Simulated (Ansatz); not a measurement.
We consider rock-salt LiI, described by PBEsol in Ansatz (plane waves, PAW).

Run with plane-wave cutoff 520 eV, 10×10×10 k mesh, Fermi–Dirac smearing 0.01 eV, scalar-relativistic PAW data made under PBE.

Cell (relaxed at this level):

```xyz
2
Lattice="0.0000 2.9512 2.9512 2.9512 0.0000 2.9512 2.9512 2.9512 0.0000" Properties=species:S:1:pos:R:3 pbc="T T T"
Li     0.0000     0.0000     0.0000
I      2.9512     2.9512     2.9512
```

Task: Estimate the width of the whole s-p valence band, smallest direct gap on the k points sampled, band gap and pressure derivative B′ of the bulk modulus that the calculation returns.

Result: 
- width of the whole s-p valence band = 11.91 eV
- smallest direct gap on the k points sampled = 4.35 eV
- band gap = 4.31 eV
- pressure derivative B′ of the bulk modulus = 4.5

Measured, for comparison: band gap 6.4 eV (temperature not stated, not corrected to a static lattice, our sources range from 6.10 to 6.40; as tabulated in Aguado et al. (1998), arXiv:cond-mat/9809176).

Spin–orbit coupling is not included; with these elements it can move the gap by several tenths of an eV or more.

Static lattice: no zero-point or thermal effects.

Cost on a shared machine: very roughly 28 core-seconds.

Ansatz is a program for electronic structure.
